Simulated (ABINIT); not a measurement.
# C (Fd-3m) in ABINIT: settings compared, part 2 of 2

ABINIT 10.8.3 (patched build).

## 3. Equation of state, PBEsol

Input file run.abi:

```
ndtset 7
getwfk -1
scalecart1 3*0.9795861087
scalecart2 3*0.9864848297
scalecart3 3*0.9932883884
scalecart4 3*1.0000000000
scalecart5 3*1.0066227096
scalecart6 3*1.0131594038
scalecart7 3*1.0196128224

pp_dirpath "./"
pseudos "C.upf"

acell 4.7660140852 4.7660140852 4.7660140852
rprim
     0.0000000000     0.7071067812     0.7071067812
     0.7071067812     0.0000000000     0.7071067812
     0.7071067812     0.7071067812     0.0000000000
ntypat 1
znucl 6
natom 2
typat 1 1
xred
     0.7500000000     0.7500000000     0.7500000000
     0.5000000000     0.5000000000     0.5000000000

ecut 41.0

kptopt 1
ngkpt 13 13 13
nshiftk 1
shiftk 0.0 0.0 0.0

ixc -116133

nband 8
occopt 3
tsmear 0.00183747

nstep 100
tolvrs 1.0e-10

iomode 3
prtwf 1
prtden 0
prteig 0
prtebands 0
enunit 1
```

Potentials or basis: PseudoDojo NC SR PBEsol v0.4 stringent.

Command:

```bash
abinit run.abi > log 2>&1
```

run.abo:

```text
.Version 10.8.3 of ABINIT
 DATASET    1 : space group Fd -3 m (#227); Bravais cF (face-center cubic)
================================================================================
 Values of the parameters that define the memory need for DATASET  1.
     intxc =       0    ionmov =       0      iscf =       7    lmnmax =       4
     lnmax =       4     mgfft =      30  mpssoang =       2    mqgrid =    3001
     natom =       2  nloc_mem =       1    nspden =       1   nspinor =       1
    nsppol =       1      nsym =      48    n1xccc =    2501    ntypat =       1
    occopt =       3   xclevel =       2
       mpw =         918          nfft =       27000          nkpt =          84
================================================================================
================================================================================
[... 61 lines left out ...]
 DATASET    7 : space group Fd -3 m (#227); Bravais cF (face-center cubic)
================================================================================
 Values of the parameters that define the memory need for DATASET  7.
     intxc =       0    ionmov =       0      iscf =       7    lmnmax =       4
     lnmax =       4     mgfft =      30  mpssoang =       2    mqgrid =    3001
     natom =       2  nloc_mem =       1    nspden =       1   nspinor =       1
    nsppol =       1      nsym =      48    n1xccc =    2501    ntypat =       1
    occopt =       3   xclevel =       2
       mpw =        1030          nfft =       27000          nkpt =          84
================================================================================
================================================================================

--------------------------------------------------------------------------------
------------- Echo of variables that govern the present computation ------------
--------------------------------------------------------------------------------
 -outvars: echo values of preprocessed input variables --------
            acell      4.7660140852E+00  4.7660140852E+00  4.7660140852E+00 Bohr
              amu      1.20110000E+01
             ecut      4.10000000E+01 Hartree
           enunit           1
           getwfk          -1
                       outvar_i_n : Printing only first  50 k-points.
              ixc     -116133
           jdtset        1    2    3    4    5    6    7
                       outvar_i_n : Printing only first  50 k-points.
         kptrlatt       13    0    0      0   13    0      0    0   13
          kptrlen1     6.06933755E+01
          kptrlen2     6.11208077E+01
          kptrlen3     6.15423438E+01
          kptrlen4     6.19581831E+01
          kptrlen5     6.23685142E+01
          kptrlen6     6.27735159E+01
          kptrlen7     6.31733580E+01
            natom           2
            nband           8
           ndtset           7
            ngfft          30      30      30
             nkpt          84
            nstep         100
             nsym          48
           ntypat           1
                       prtocc : prtvol=0, do not print more k-points.
           occopt           3
           prtden           0
        prtebands           0
           prteig           0
            rprim1     0.0000000000E+00  6.9267198023E-01  6.9267198023E-01
                       6.9267198023E-01  0.0000000000E+00  6.9267198023E-01
                       6.9267198023E-01  6.9267198023E-01  0.0000000000E+00
[... 27 lines left out ...]
           xangst3     2.6571010681E+00  2.6571010681E+00  2.6571010681E+00
                       1.7714007121E+00  1.7714007121E+00  1.7714007121E+00
           xangst4     2.6750549982E+00  2.6750549982E+00  2.6750549982E+00
                       1.7833699988E+00  1.7833699988E+00  1.7833699988E+00
           xangst5     2.6927711107E+00  2.6927711107E+00  2.6927711107E+00
                       1.7951807404E+00  1.7951807404E+00  1.7951807404E+00
           xangst6     2.7102571271E+00  2.7102571271E+00  2.7102571271E+00
                       1.8068380848E+00  1.8068380848E+00  1.8068380848E+00
           xangst7     2.7275203768E+00  2.7275203768E+00  2.7275203768E+00
                       1.8183469179E+00  1.8183469179E+00  1.8183469179E+00
            xcart1     4.9519266213E+00  4.9519266213E+00  4.9519266213E+00
                       3.3012844142E+00  3.3012844142E+00  3.3012844142E+00
            xcart2     4.9868004929E+00  4.9868004929E+00  4.9868004929E+00
                       3.3245336619E+00  3.3245336619E+00  3.3245336619E+00
            xcart3     5.0211933075E+00  5.0211933075E+00  5.0211933075E+00
                       3.3474622050E+00  3.3474622050E+00  3.3474622050E+00
            xcart4     5.0551213184E+00  5.0551213184E+00  5.0551213184E+00
                       3.3700808789E+00  3.3700808789E+00  3.3700808789E+00
            xcart5     5.0885999189E+00  5.0885999189E+00  5.0885999189E+00
                       3.3923999459E+00  3.3923999459E+00  3.3923999459E+00
            xcart6     5.1216437011E+00  5.1216437011E+00  5.1216437011E+00
                       3.4144291341E+00  3.4144291341E+00  3.4144291341E+00
            xcart7     5.1542665150E+00  5.1542665150E+00  5.1542665150E+00
                       3.4361776767E+00  3.4361776767E+00  3.4361776767E+00
             xred      7.5000000000E-01  7.5000000000E-01  7.5000000000E-01
                       5.0000000000E-01  5.0000000000E-01  5.0000000000E-01
            znucl        6.00000

================================================================================

 chkinp: Checking input parameters for consistency, jdtset=   1.

 chkinp: Checking input parameters for consistency, jdtset=   2.
[... 32 lines left out ...]
 getcut : COMMENT -
  Note that boxcut > 2.2 ; recall that boxcut=Gcut(box)/Gcut(sphere) = 2
  is sufficient for exact treatment of convolution.
  Such a large boxcut is a waste : you could raise ecut
  e.g. ecut=   51.052900 Hartrees makes boxcut=2

--- Pseudopotential description ------------------------------------------------
- pspini: atom type   1  psp file is ./C.upf
12 -116133 1 -1 1248                          pspcod,pspxc,lmax,lloc,mmax
     nproj     2     2

   6.95854787E+01                                ecore*ucvol(ha*bohr**3)
--------------------------------------------------------------------------------

================================================================================

--- !BeginCycle
iteration_state: {dtset: 1, }
solver: {iscf: 7, nstep: 100, nline: 4, wfoptalg: 0, }
tolerances: {tolvrs: 1.00E-10, }
...
[... 964 lines left out ...]
-Cartesian components of stress tensor (GPa)         [Pressure= -2.6129E+01 GPa]
- sigma(1 1)=  2.61293091E+01  sigma(3 2)=  0.00000000E+00
- sigma(2 2)=  2.61293091E+01  sigma(3 1)=  0.00000000E+00
- sigma(3 3)=  2.61293091E+01  sigma(2 1)=  0.00000000E+00

== END DATASET(S) ==============================================================
================================================================================

 -outvars: echo values of variables after computation  --------
            acell      4.7660140852E+00  4.7660140852E+00  4.7660140852E+00 Bohr
           etotal1    -1.2006453052E+01
           etotal2    -1.2007581335E+01
           etotal3    -1.2008159608E+01
           etotal4    -1.2008236245E+01
           etotal5    -1.2007856755E+01
           etotal6    -1.2007062616E+01
           etotal7    -1.2005890271E+01
            fcart1     3.5843363048E-31 -1.9912979471E-31  3.9825958942E-32
                      -3.5843363048E-31  1.9912979471E-31 -3.9825958942E-32
            fcart2    -0.0000000000E+00 -0.0000000000E+00 -0.0000000000E+00
                      -0.0000000000E+00 -0.0000000000E+00 -0.0000000000E+00
            fcart3     7.1135995004E-49 -1.5710626078E-31 -7.1135995004E-49
                      -7.1135995004E-49  1.5710626078E-31  7.1135995004E-49
            fcart4    -3.4136336627E-32 -2.7796731254E-31  5.9007096170E-31
                       3.4136336627E-32  2.7796731254E-31 -5.9007096170E-31
            fcart5    -8.7581154020E-47 -3.8756284528E-31  7.7512569056E-32
                       0.0000000000E+00  3.8756284528E-31 -7.7512569056E-32
[... 38 lines left out ...]
                       0.0000000000E+00  0.0000000000E+00  0.0000000000E+00
           xangst1     2.6204467163E+00  2.6204467163E+00  2.6204467163E+00
                       1.7469644775E+00  1.7469644775E+00  1.7469644775E+00
           xangst2     2.6389011744E+00  2.6389011744E+00  2.6389011744E+00
                       1.7592674496E+00  1.7592674496E+00  1.7592674496E+00
           xangst3     2.6571010681E+00  2.6571010681E+00  2.6571010681E+00
                       1.7714007121E+00  1.7714007121E+00  1.7714007121E+00
           xangst4     2.6750549982E+00  2.6750549982E+00  2.6750549982E+00
                       1.7833699988E+00  1.7833699988E+00  1.7833699988E+00
           xangst5     2.6927711107E+00  2.6927711107E+00  2.6927711107E+00
                       1.7951807404E+00  1.7951807404E+00  1.7951807404E+00
           xangst6     2.7102571271E+00  2.7102571271E+00  2.7102571271E+00
                       1.8068380848E+00  1.8068380848E+00  1.8068380848E+00
           xangst7     2.7275203768E+00  2.7275203768E+00  2.7275203768E+00
                       1.8183469179E+00  1.8183469179E+00  1.8183469179E+00
             xred      7.5000000000E-01  7.5000000000E-01  7.5000000000E-01
                       5.0000000000E-01  5.0000000000E-01  5.0000000000E-01
 Calculation completed.
```

It took 73 s on 1 thread of Arm Neoverse V1, shared host; peak memory 0.11 GiB.

Results:

| Item | Value |
| --- | --- |
| Equilibrium volume | 5.63 Å³/atom |
| Bulk modulus | 449 GPa |
| Pressure derivative of the bulk modulus | 3.7 |

Energy against volume, from the lowest point:
| volume (Å³/atom) | energy (meV/atom) |
| --- | --- |
| 5.332 | 24.26 |
| 5.445 | 8.91 |
| 5.558 | 1.04 |
| 5.672 | 0.00 |
| 5.785 | 5.16 |
| 5.899 | 15.97 |
| 6.012 | 31.92 |

Caveat: pressures at fixed basis lie under the slope of the energies.

## 4. How close it comes

Step 3. Against the measured bulk modulus of C, 442 GPa (quoted in “Equation of state of cubic boron nitride at high pressures and temperatures”, 2007, arxiv:cond-mat/0702656), the calculated 449 GPa is off by +1.6 %. 3 values of this kind are on record (442 to 444.8 GPa); this one was drawn at random among those near their median, those with a stated uncertainty first. The fit is for a static lattice scaled at fixed shape and fixed fractional positions. The cell as given is a measured one (5.67 Å³/atom); PBEsol puts the equilibrium volume -0.7 % from it, thermal expansion not counted.
